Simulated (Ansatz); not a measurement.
Structure types of Cd at zero pressure (with spin–orbit coupling)

Structure types of Cd are relaxed in primitive cells with their symmetry kept at 0 GPa, first on PAW files, then by LAPW. The enthalpy is E + pV at zero temperature, without zero-point motion. Only the types listed were tried, and differences under about 5 meV/atom are mesh noise. The real phase may be another.

All numbers are PBE results (with spin–orbit coupling) from Ansatz 0.2.0, with Fermi–Dirac smearing of 0.05 eV, no spin polarisation. Methods: LAPW: all electrons, basis error target 0.5 meV/atom; PAW: frozen-core files, cutoff 420 eV.

k meshes: fcc 16×16×16, bcc 16×16×16, hcp 15×15×8, sc 14×14×14, diamond 12×12×12.

Problem. Which type is lowest in enthalpy, and by how much?

Solution. fcc, 2 meV/atom below hcp, which is within the noise of the k meshes. The whole table:

```tsv
start type	ends as	a, b, c (Å)	V (Å³/atom)	H − H(lowest), LAPW (meV/atom)	same, PAW
fcc	fcc, Fm-3m	4.503, 4.503, 4.503	22.82	0.0	0.0
bcc	bcc, Im-3m	3.596, 3.596, 3.596	23.26	43.3	43.3
hcp	hcp, P6_3/mmc	3.199, 3.199, 5.089	22.56	2.4	2.3
sc	sc, Pm-3m	2.994, 2.994, 2.994	26.83	114.8	114.8
diamond	diamond, Fd-3m	6.681, 6.681, 6.681	37.27	321.2	321.2
```
